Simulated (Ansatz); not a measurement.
Density of states of Zn3InGaO6 (R3m, a = 3.288 Å, b = 3.288 Å, c = 41.392 Å, α = 90.00°, β = 90.00°, γ = 120.00°), in states per eV and primitive cell, averaged over bins of 0.4 eV. Level of theory: DFT r2SCAN, scalar-relativistic, plane waves, PAW (Ansatz).

Settings: cutoff 500 eV, Γ-centred mesh 12×12×12 on the computed 11-atom cell, Gaussian smearing of 0.02 eV; no spin polarisation.

The cell is relaxed at this level. The states (both spins) are summed by tetrahedra on a 18×18×18 mesh at the self-consistent density. Energies are bin centres; the table starts no lower than −8 eV and ends at 6 eV, or lower where the solved bands end.

The gap is 1.56 eV at this level, with the zero inside it.

| E − E_F (eV) | total | O 2p | Zn 3d | Zn 4s | Ga 4p |
| --- | --- | --- | --- | --- | --- |
| -7.85 | 1.67 | 1.02 | 0.11 | 0.01 | 0.07 |
| -7.45 | 0.70 | 0.42 | 0.07 | 0.01 | 0.02 |
| -7.05 | 0.85 | 0.49 | 0.13 | 0.02 | 0.08 |
| -6.65 | 6.45 | 3.06 | 2.32 | 0.17 | 0.24 |
| -6.25 | 18.22 | 7.07 | 9.53 | 0.67 | 0.25 |
| -5.85 | 20.07 | 6.82 | 12.10 | 0.49 | 0.10 |
| -5.45 | 10.65 | 3.10 | 6.83 | 0.18 | 0.13 |
| -5.05 | 24.80 | 2.72 | 21.37 | 0.14 | 0.19 |
| -4.65 | 8.85 | 2.52 | 5.60 | 0.18 | 0.17 |
| -4.25 | 8.63 | 3.82 | 3.76 | 0.29 | 0.12 |
| -3.85 | 6.87 | 3.85 | 2.12 | 0.26 | 0.09 |
| -3.45 | 6.96 | 4.39 | 1.70 | 0.20 | 0.09 |
| -3.05 | 7.00 | 4.92 | 1.36 | 0.15 | 0.06 |
| -2.65 | 7.64 | 5.73 | 1.34 | 0.07 | 0.06 |
| -2.25 | 9.33 | 7.12 | 1.63 | 0.06 | 0.05 |
| -1.85 | 10.64 | 8.40 | 1.74 | 0.04 | 0.03 |
| -1.45 | 11.29 | 8.94 | 1.98 | 0.02 | 0.02 |
| -1.05 | 3.05 | 2.32 | 0.66 | 0.01 | 0.00 |
| -0.65 | 0.16 | 0.12 | 0.04 | 0.00 | 0.00 |
| -0.25 | 0.00 | 0.00 | 0.00 | 0.00 | 0.00 |
| 0.15 | 0.00 | 0.00 | 0.00 | 0.00 | 0.00 |
| 0.55 | 0.00 | 0.00 | 0.00 | 0.00 | 0.00 |
| 0.95 | 0.04 | 0.00 | 0.00 | 0.01 | 0.00 |
| 1.35 | 0.11 | 0.02 | 0.00 | 0.04 | 0.00 |
| 1.75 | 0.19 | 0.03 | 0.00 | 0.06 | 0.00 |
| 2.15 | 0.28 | 0.06 | 0.00 | 0.08 | 0.01 |
| 2.55 | 0.40 | 0.09 | 0.00 | 0.11 | 0.02 |
| 2.95 | 0.53 | 0.12 | 0.00 | 0.13 | 0.03 |
| 3.35 | 0.70 | 0.17 | 0.00 | 0.17 | 0.04 |
| 3.75 | 0.93 | 0.22 | 0.00 | 0.22 | 0.07 |
| 4.15 | 1.12 | 0.26 | 0.00 | 0.25 | 0.10 |
| 4.55 | 1.51 | 0.34 | 0.00 | 0.33 | 0.16 |
| 4.95 | 2.23 | 0.47 | 0.00 | 0.46 | 0.27 |
| 5.35 | 3.46 | 0.67 | 0.01 | 0.67 | 0.41 |
| 5.75 | 3.63 | 0.63 | 0.01 | 0.87 | 0.35 |

The columns after the total are the main Löwdin projections on the occupied valence shells of the potentials; 6 others are left out. The rest of the total lies in those, in shells that are empty in the free atom, which aren't projected, and between the atoms.

Whether Zn3InGaO6 exists in this form wasn't checked.

Cost: 1 run of about 25 core-minutes, on Oxide Virtual Turin-like Processor (Zen 5) (shared hosts).